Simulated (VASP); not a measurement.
# WSe2 (P6_3/mmc) in VASP: notebook

One crystal, WSe2, is run at these levels: LDA; tasks: relaxation of cell and atoms.

Everything below comes from runs of VASP 6.6.1. Logs are shortened: lines on timing, memory, paths and dates and some standing lists are left out, and cuts for length are marked.

### 1 The crystal as given

The structure is hexagonal, space group P6_3/mmc (No. 194). The conventional cell has a = 3.320 Å, b = 3.320 Å, c = 13.737 Å, α = 90.00°, β = 90.00°, γ = 120.00°. Around Se (site symmetry 3m) lie 3 W at 2.54 Å. W (site symmetry -6m2) is surrounded by 6 Se at 2.54 Å.

The cell is a database's computed one.

### 2 Relaxation of cell and atoms, LDA

INCAR reads:

```
SYSTEM = WSe2
ALGO = Normal
EDIFF = 1E-6
EDIFFG = -0.01
ENCUT = 600
GGA = CA
IBRION = 2
ISIF = 3
ISMEAR = -1
KPAR = 4
LASPH = .True.
LCHARG = .False.
LREAL = .False.
LWAVE = .False.
NELM = 80
NSW = 40
PREC = Accurate
PSTRESS = 0
SIGMA = 0.05
```

KPOINTS reads:

```
k-points
0
Gamma
  12 12 3
  0 0 0
```

POSCAR reads:

```
WSe2
1.0
    3.3199329218      0.0000000000      0.0000000000
   -1.6599664609      2.8751462491      0.0000000000
    0.0000000000      0.0000000000     13.7371873000
Se W
4 2
Direct
    0.3333333300      0.6666666700      0.8710007900
    0.6666666700      0.3333333300      0.3710007900
    0.3333333300      0.6666666700      0.6289992100
    0.6666666700      0.3333333300      0.1289992100
    0.6666666700      0.3333333300      0.7500000000
    0.3333333300      0.6666666700      0.2500000000
```

Potentials or basis: VASP PAW LDA potentials, release 64 (Se, W_sv).

Run with:

```console
> cat potpaw_LDA.64/Se/POTCAR potpaw_LDA.64/W_sv/POTCAR > POTCAR
> mpirun -np 4 vasp_std > vasp.out
```

OUTCAR:

```text
SYSTEM = WSe2
   EDIFF = 1E-6
   EDIFFG = -0.01
   ENCUT = 600
   GGA = CA
   IBRION = 2
   ISIF = 3
   ISMEAR = -1
   LASPH = .True.
   LREAL = .False.
   NELM = 80
   NSW = 40
   PREC = Accurate
   PSTRESS = 0

 ion  position               nearest neighbor table
   1  0.333  0.667  0.871-   5 2.54   5 2.54   5 2.54
   2  0.667  0.333  0.371-   6 2.54   6 2.54   6 2.54
   3  0.333  0.667  0.629-   5 2.54   5 2.54   5 2.54
   4  0.667  0.333  0.129-   6 2.54   6 2.54   6 2.54
   5  0.667  0.333  0.750-   1 2.54   3 2.54   1 2.54   3 2.54   1 2.54   3 2.54
   6  0.333  0.667  0.250-   2 2.54   4 2.54   2 2.54   4 2.54   2 2.54   4 2.54

  LATTYP: Found a hexagonal cell.
 ALAT       =     3.3199329218
 C/A-ratio  =     4.1377906191

  Lattice vectors:

 A1 = (   3.3199329218,   0.0000000000,   0.0000000000)
 A2 = (  -1.6599664609,   2.8751462491,   0.0000000000)
 A3 = (   0.0000000000,   0.0000000000,  13.7371873000)

Analysis of symmetry for initial positions (statically):
=====================================================================
 Subroutine PRICEL returns:
 Original cell was already a primitive cell.

 Routine SETGRP: Setting up the symmetry group for a
 hexagonal supercell.

 Subroutine GETGRP returns: Found 24 space group operations
 (whereof 12 operations were pure point group operations)
 out of a pool of 24 trial point group operations.

The static configuration has the point symmetry D_3d.
 The point group associated with its full space group is D_6h.

Analysis of symmetry for dynamics (positions and initial velocities):
=====================================================================
 Subroutine PRICEL returns:
 Original cell was already a primitive cell.

 Routine SETGRP: Setting up the symmetry group for a
 hexagonal supercell.

 Subroutine GETGRP returns: Found 24 space group operations
 (whereof 12 operations were pure point group operations)
 out of a pool of 24 trial point group operations.

The dynamic configuration has the point symmetry D_3d.
 The point group associated with its full space group is D_6h.

 Subroutine INISYM returns: Found 24 space group operations
 (whereof 12 operations are pure point group operations),
 and found     1 'primitive' translations

----------------------------------------------------------------------------------------

                                     Primitive cell
[... 122 lines left out ...]
  Thomas-Fermi vector in A             =   2.338536
   LORBIT       =      0    0 simple, 1 ext, 2 COOP (PROOUT), +10 PAW based schemes
   GGA     = CA    functional components
   LHFCALC =     F    Hartree Fock is set to
   AEXX    =    0.0000 exact exchange contribution
   IVDW    =     0    specifies the selected vdW correction
   LEPSILON=     F    determine dielectric tensor
   LRPA    =     F    only Hartree local field effects (RPA)
 conjugate gradient relaxation of ions
 non-spin polarized calculation
  energy-cutoff  :      600.00
  volume of cell :      131.13
 maximum number of plane-waves:      4447
 NGX is ok and might be reduce to    28
   NGX = 13   NGY = 13   NGZ = 55

--------------------------------------- Ionic step        1  -------------------------------------------

 number of electron      52.0000000 magnetization

 Free energy of the ion-electron system (eV)
  ---------------------------------------------------
  ext. energy  EPLUGINS =         0.00000000
  ---------------------------------------------------
  free energy    TOTEN  =       -48.35179834 eV

  energy without entropy =      -48.35179807  energy(sigma->0) =      -48.35179820

------------------------ aborting loop because EDIFF is reached ----------------------------------------

  FORCE on cell =-STRESS in cart. coord.  units (eV):
  Direction    XX          YY          ZZ          XY          YZ          ZX
  --------------------------------------------------------------------------------------
  -------------------------------------------------------------------------------------
  Total       -4.3340918     -4.3340918     -2.8798881     -0.0000000      0.0000000     -0.0000000
  in kB      -52.9567861    -52.9567861    -35.1883678     -0.0000000      0.0000000     -0.0000000
  external PRESSURE =     -47.0339800 kB  Pullay stress =       0.0000000 kB
[... 101 lines left out ...]
  FREE ENERGIE OF THE ION-ELECTRON SYSTEM (eV)
  ---------------------------------------------------
  free  energy   TOTEN  =       -48.4218952786 eV

  energy  without entropy=      -48.4218950588  energy(sigma->0) =      -48.42189517

[... ionic steps 4 to 21 ...]

--------------------------------------- Ionic step       22  -------------------------------------------

 number of electron      52.0000000 magnetization

------------------------ aborting loop because EDIFF is reached ----------------------------------------
[... 75 lines left out ...]
--------------------------------------- Ionic step       24  -------------------------------------------

 number of electron      52.0000000 magnetization

 Free energy of the ion-electron system (eV)
  ---------------------------------------------------
  ext. energy  EPLUGINS =         0.00000000
  ---------------------------------------------------
  free energy    TOTEN  =       -48.49477656 eV

  energy without entropy =      -48.49477413  energy(sigma->0) =      -48.49477535

 E-fermi :   6.9891     XC(G=0): -11.1638

 val. band max:        6.5836687128   @ k =   0.0000   0.0000   0.0000
 cond. band min:       7.4696371789   @ k =   0.1667   0.1667   0.0000
 fundamental gap:      0.8859684661
 Fermi energy:         6.9890817275

 k-point     1 :       0.0000    0.0000    0.0000
  band No.  band energies     occupation
      1     -67.2496      2.00000
      2     -67.2496      2.00000
      3     -31.7911      2.00000
      4     -31.7910      2.00000
      5     -31.6207      2.00000
      6     -31.6207      2.00000
[... 805 lines left out ...]
     30       8.6833      0.00000
     31       9.5636      0.00000

 [... further k-points ...]

------------------------ aborting loop because EDIFF is reached ----------------------------------------

  FORCE on cell =-STRESS in cart. coord.  units (eV):
  Direction    XX          YY          ZZ          XY          YZ          ZX
  --------------------------------------------------------------------------------------
  -------------------------------------------------------------------------------------
  Total        0.0102527      0.0102527     -0.0324083      0.0000000      0.0000000      0.0000000
  in kB        0.1392247      0.1392247     -0.4400832      0.0000000      0.0000000      0.0000000
  external PRESSURE =      -0.0538779 kB  Pullay stress =       0.0000000 kB
[... 21 lines left out ...]
  FREE ENERGIE OF THE ION-ELECTRON SYSTEM (eV)
  ---------------------------------------------------
  free  energy   TOTEN  =       -48.4947765598 eV

  energy  without entropy=      -48.4947741327  energy(sigma->0) =      -48.49477535

 reached required accuracy - stopping structural energy minimisation
```

OSZICAR:

```text
N       E                     dE             d eps       ncg     rms          rms(c)
DAV:   1     0.532403639912E+03    0.53240E+03   -0.30341E+04  2636   0.180E+03
DAV:   2    -0.155221036809E+02   -0.54793E+03   -0.53654E+03  2845   0.444E+02
DAV:   3    -0.495774210049E+02   -0.34055E+02   -0.33761E+02  2972   0.976E+01
[... 215 lines left out ...]
       N       E                     dE             d eps       ncg     rms          rms(c)
DAV:   1    -0.484947894993E+02   -0.24942E-04   -0.59853E-04  2377   0.187E-01    0.488E-02
DAV:   2    -0.484947798257E+02    0.96737E-05   -0.46621E-05  2614   0.480E-02    0.125E-02
DAV:   3    -0.484947769242E+02    0.29015E-05   -0.95957E-06  2572   0.156E-02    0.479E-03
DAV:   4    -0.484947765598E+02    0.36437E-06   -0.19769E-06  1619   0.907E-03
  24 F= -.48494777E+02 E0= -.48494775E+02  d E =-.120566E-04
```

CONTCAR:

```text
WSe2
   1.00000000000000
     3.2548658446162344   -0.0000000000000001   -0.0000000000000000
    -1.6274329223081172    2.8187965073111871   -0.0000000000000000
     0.0000000000000000    0.0000000000000000   12.8598416171936396
  Se              W
     4     2
Direct
     0.3333333300000021    0.6666666699999979    0.8798800221534291
     0.6666666699999979    0.3333333300000021    0.3798800221534290
     0.3333333300000021    0.6666666699999979    0.6201199778465709
     0.6666666699999979    0.3333333300000021    0.1201199778465709
     0.6666666699999979    0.3333333300000021    0.7500000000000000
     0.3333333300000021    0.6666666699999979    0.2500000000000000

  0.00000000E+00  0.00000000E+00  0.00000000E+00
  0.00000000E+00  0.00000000E+00  0.00000000E+00
  0.00000000E+00  0.00000000E+00  0.00000000E+00
  0.00000000E+00  0.00000000E+00  0.00000000E+00
  0.00000000E+00  0.00000000E+00  0.00000000E+00
  0.00000000E+00  0.00000000E+00  0.00000000E+00
```

Run time: 6.3 min. Hardware: 4 MPI ranks of Intel Xeon 6975P-C (Granite Rapids), shared host; peak memory 0.35 GiB.

Results:

```yaml
Free_energy: -48.4948 eV
Relaxed_volume: 19.66 Å³/atom
Relaxed_cell: a = 3.255 Å, b = 3.255 Å, c = 12.860 Å, α = 90.00°, β = 90.00°, γ = 120.00°
Space_group_after_relaxing_to_0.05_Å: P6_3/mmc (No. 194)
Energy_gained_by_relaxing: 23.8 meV/atom
Ionic_steps: 24
Pressure_after_relaxing: 0.0 GPa
Largest_force_after_relaxing: 0.009 eV/Å
Band_gap_on_the_k_mesh: 0.89 eV, indirect (least direct gap 1.61 eV)
```

Forces on the atoms (eV/Å):
```
Se   0.000  0.000  0.009
Se   0.000  0.000  0.009
Se   0.000  0.000 -0.009
Se   0.000  0.000 -0.009
W    0.000  0.000  0.000
W    0.000  0.000  0.000
```

The path:
| step | energy change (eV) | largest force (eV/Å) | pressure (GPa) | volume (Å³) |
| --- | --- | --- | --- | --- |
| 1 | 0.0000 | 0.2377 | -4.70 | 131.13 |
| 2 | 0.1744 | 1.6237 | 10.38 | 119.32 |
| 3 | -0.0701 | 0.3535 | -0.12 | 126.84 |
| 4 | -0.0895 | 0.0948 | -0.23 | 125.63 |
| 5 | -0.0896 | 0.0852 | -0.23 | 125.58 |
| 6 | -0.0936 | 0.1178 | 0.05 | 124.93 |
| 7 | -0.1027 | 0.2194 | 0.95 | 123.00 |
| 8 | -0.1038 | 0.4330 | 2.99 | 119.17 |
| 9 | -0.1061 | 0.3465 | 2.09 | 120.78 |
| 10 | -0.1067 | 0.3436 | 2.09 | 120.73 |
| 11 | -0.1084 | 0.3367 | 2.07 | 120.58 |
| 12 | -0.1116 | 0.3219 | 2.02 | 120.28 |
| 13 | -0.1175 | 0.2933 | 1.94 | 119.69 |
| 14 | -0.1272 | 0.2365 | 1.79 | 118.51 |
| 15 | -0.1355 | 0.1226 | 1.68 | 116.14 |
| 16 | -0.1396 | 0.0595 | 1.02 | 116.75 |
| 17 | -0.1420 | 0.0354 | 0.07 | 117.68 |
| 18 | -0.1420 | 0.0398 | 0.05 | 117.72 |
| 19 | -0.1420 | 0.0473 | -0.03 | 117.80 |
| 20 | -0.1420 | 0.0433 | 0.01 | 117.75 |
| 21 | -0.1424 | 0.0314 | 0.02 | 117.80 |
| 22 | -0.1429 | 0.0030 | 0.03 | 117.93 |
| 23 | -0.1430 | 0.0139 | 0.03 | 117.96 |
| 24 | -0.1430 | 0.0085 | -0.01 | 117.99 |

Final structure:
```
CELL_PARAMETERS angstrom
3.25487 0.00000 0.00000
-1.62743 2.81880 0.00000
0.00000 0.00000 12.85984
ATOMIC_POSITIONS crystal
Se 0.33333 0.66667 0.87988
Se 0.66667 0.33333 0.37988
Se 0.33333 0.66667 0.62012
Se 0.66667 0.33333 0.12012
W 0.66667 0.33333 0.75000
W 0.33333 0.66667 0.25000
```

Levels at points of the mesh, in eV from the valence-band top:
```tsv
k point	band 24	band 25	band 26	band 27	band 28	band 29
(0.00, 0.00, 0.00)	-1.25	-1.02	0.00	2.72	2.72	2.78
(0.50, 0.00, 0.00)	-1.31	-1.30	-1.02	2.20	2.24	2.30
```

Caveat: spin-orbit coupling is left out, which moves the levels of the heavy elements; an odd mesh through Γ misses points on the zone boundary, where band edges often lie.

### 3 Relaxation of cell and atoms, LDA, target pressure 10 GPa, at which the enthalpy is minimised

INCAR: that of step 2 with these lines changed.

```diff
@@ -17,3 +17,3 @@
 PREC = Accurate
-PSTRESS = 0
+PSTRESS = 100
 SIGMA = 0.05
```

KPOINTS is that of step 2.

POSCAR is that of step 2.

Potentials or basis: VASP PAW LDA potentials, release 64 (Se, W_sv).

Run with:

```console
> cat potpaw_LDA.64/Se/POTCAR potpaw_LDA.64/W_sv/POTCAR > POTCAR
> mpirun -np 4 vasp_std > vasp.out
```

Wall time 5 min (4 MPI ranks of Intel Xeon 6975P-C (Granite Rapids), shared host); peak memory 0.35 GiB.

It converged, with:

* Free energy: -48.1520 eV
* Relaxed volume: 17.37 Å³/atom
* Relaxed cell: a = 3.171 Å, b = 3.171 Å, c = 11.969 Å, α = 90.00°, β = 90.00°, γ = 120.00°
* Space group after relaxing (to 0.05 Å): P6_3/mmc (No. 194)
* Energy change on relaxing (the enthalpy is what falls): +33.3 meV/atom
* Ionic steps: 19
* Pressure after relaxing: 10.0 GPa
* Band gap on the k mesh: 0.44 eV, indirect (least direct gap 1.28 eV)

The path:
```tsv
step	energy change (eV)	largest force (eV/Å)	pressure (GPa)	volume (Å³)
1	0.0000	0.2377	-4.70	131.13
2	5.1808	7.7310	70.20	96.62
3	0.0962	1.4276	8.50	120.01
4	0.1325	1.5424	9.47	119.37
5	0.1278	0.7460	9.45	114.69
6	0.2376	0.3664	9.71	112.35
7	0.1880	0.3629	10.34	108.64
8	0.3615	0.2169	14.02	102.05
9	0.2488	1.4189	-1.07	108.20
10	0.2624	0.1602	10.45	103.31
11	0.2640	0.1528	10.49	103.29
12	0.2174	0.0130	10.25	103.95
13	0.2149	0.0051	10.24	103.99
14	0.1811	0.0808	9.25	104.54
15	0.1988	0.0403	9.79	104.24
16	0.1995	0.0076	10.01	104.23
17	0.1993	0.0118	9.99	104.23
18	0.2001	0.0074	10.08	104.22
19	0.1997	0.0015	10.05	104.22
```

Final structure:
```xyz
6
Lattice="3.1709 0.0000 0.0000 -1.5855 2.7461 0.0000 0.0000 0.0000 11.9691" Properties=species:S:1:pos:R:3 pbc="T T T"
Se    0.0000    1.8307   10.6594
Se    1.5855    0.9154    4.6748
Se    0.0000    1.8307    7.2942
Se    1.5855    0.9154    1.3097
W     1.5855    0.9154    8.9768
W     0.0000    1.8307    2.9923
```

Levels at points of the mesh, in eV from the valence-band top:
| k point | band 23 | band 24 | band 25 | band 26 | band 27 | band 28 | band 29 | band 30 |
| --- | --- | --- | --- | --- | --- | --- | --- | --- |
| (0.00, 0.00, 0.00) | -1.53 | -1.53 | -0.50 | 0.00 | 2.55 | 2.62 | 2.62 | 2.76 |
| (0.50, 0.00, 0.00) | -1.92 | -1.66 | -1.63 | -0.93 | 2.03 | 2.29 | 2.37 | 2.76 |

Caveat: the cell is relaxed towards a set pressure, so the enthalpy falls and the energy may rise; the volume moved by over 15 % at a fixed basis, so the end points are rough; spin-orbit coupling is left out, which moves the levels of the heavy elements; an odd mesh through Γ misses points on the zone boundary, where band edges often lie. Expect the measured gap to be larger: semilocal functionals such as LDA lack the derivative discontinuity.

### 4 Relaxation of cell and atoms, LDA, target pressure 20 GPa, at which the enthalpy is minimised

INCAR: that of step 3 with these lines changed.

```diff
@@ -17,3 +17,3 @@
 PREC = Accurate
-PSTRESS = 100
+PSTRESS = 200
 SIGMA = 0.05
```

KPOINTS is that of step 3.

POSCAR is that of step 3.

Run with:

```console
> cat potpaw_LDA.64/Se/POTCAR potpaw_LDA.64/W_sv/POTCAR > POTCAR
> mpirun -np 4 vasp_std > vasp.out
```

It took 5.4 min on 4 MPI ranks of Intel Xeon 6975P-C (Granite Rapids), shared host; peak memory 0.36 GiB.

The run converged. Its results:

```
Free energy                                            : -47.5428 eV
Relaxed volume                                         : 16.26 Å³/atom
Relaxed cell                                           : a = 3.108 Å, b = 3.108 Å, c = 11.664 Å, α = 90.00°, β = 90.00°, γ = 120.00°
Space group after relaxing (to 0.05 Å)                 : P6_3/mmc (No. 194)
Energy change on relaxing (the enthalpy is what falls) : +134.8 meV/atom
Ionic steps                                            : 19
Pressure after relaxing                                : 20.0 GPa
Band gap on the k mesh                                 : 0.19 eV, indirect (least direct gap 0.90 eV)
```

The path:
| step | energy change (eV) | largest force (eV/Å) | pressure (GPa) | volume (Å³) |
| --- | --- | --- | --- | --- |
| 1 | 0.0000 | 0.2377 | -4.70 | 131.13 |
| 2 | 20.8393 | 18.6534 | 207.40 | 77.01 |
| 3 | 0.3944 | 2.1973 | 15.13 | 115.81 |
| 4 | 0.5575 | 2.5211 | 18.01 | 114.25 |
| 5 | 0.6634 | 2.7135 | 19.73 | 113.36 |
| 6 | 0.7524 | 1.2587 | 20.34 | 105.87 |
| 7 | 1.0915 | 0.6238 | 21.45 | 102.45 |
| 8 | 0.7238 | 0.0046 | 17.60 | 99.67 |
| 9 | 0.7913 | 0.5104 | 17.04 | 97.98 |
| 10 | 1.5435 | 1.1221 | 33.60 | 93.39 |
| 11 | 0.9170 | 0.1281 | 20.91 | 96.76 |
| 12 | 0.9234 | 0.1111 | 21.11 | 96.71 |
| 13 | 0.7950 | 0.0251 | 19.64 | 97.69 |
| 14 | 0.8270 | 0.0480 | 20.02 | 97.43 |
| 15 | 0.8202 | 0.0136 | 20.06 | 97.48 |
| 16 | 0.8170 | 0.0028 | 20.10 | 97.51 |
| 17 | 0.8155 | 0.0103 | 20.12 | 97.52 |
| 18 | 0.7923 | 0.0255 | 19.62 | 97.71 |
| 19 | 0.8090 | 0.0003 | 19.99 | 97.57 |

Final structure:
```xyz
6
Lattice="3.1080 0.0000 0.0000 -1.5540 2.6916 0.0000 0.0000 0.0000 11.6638" Properties=species:S:1:pos:R:3 pbc="T T T"
Se    0.0000    1.7944   10.4374
Se    1.5540    0.8972    4.6055
Se    0.0000    1.7944    7.0583
Se    1.5540    0.8972    1.2264
W     1.5540    0.8972    8.7479
W     0.0000    1.7944    2.9160
```

Levels at points of the mesh, in eV from the valence-band top:
```
           k point  band 22  band 23  band 24  band 25  band 26  band 27  band 28  band 29  band 30  band 31
(0.00, 0.00, 0.00)    -1.73    -1.50    -1.50    -0.30     0.00     2.45     2.63     2.63     2.83     2.83
(0.50, 0.00, 0.00)    -2.95    -2.16    -1.85    -1.85    -0.83     1.88     2.45     2.54     2.72     3.04
```

Caveat: the cell is relaxed towards a set pressure, so the enthalpy falls and the energy may rise; the volume moved by over 15 % at a fixed basis, so the end points are rough; spin-orbit coupling is left out, which moves the levels of the heavy elements; an odd mesh through Γ misses points on the zone boundary, where band edges often lie.

### 5 The runs side by side

```tsv
cell	P gpa	target pressure	gap on the mesh (eV)	pressure (GPa)
relaxed	0	-	0.89	0.0
relaxed to 10 GPa	10	10 GPa	0.44	10.0
relaxed to 20 GPa	20	20 GPa	0.19	20.0
```

Alike in all rows: task relaxation of cell and atoms; level LDA; potentials or basis VASP PAW LDA potentials, release 64 (Se, W_sv); no spin polarisation; k mesh 12 × 12 × 3; cutoff (eV) 600; smearing fermi-dirac 0.05 eV.

Caveats: spin-orbit coupling is left out, which moves the levels of the heavy elements; an odd mesh through Γ misses points on the zone boundary, where band edges often lie; the cell is relaxed towards a set pressure, so the enthalpy falls and the energy may rise (some runs); the volume moved by over 15 % at a fixed basis, so the end points are rough (some runs).

Absolute energies hang on the potentials; compare differences alone.
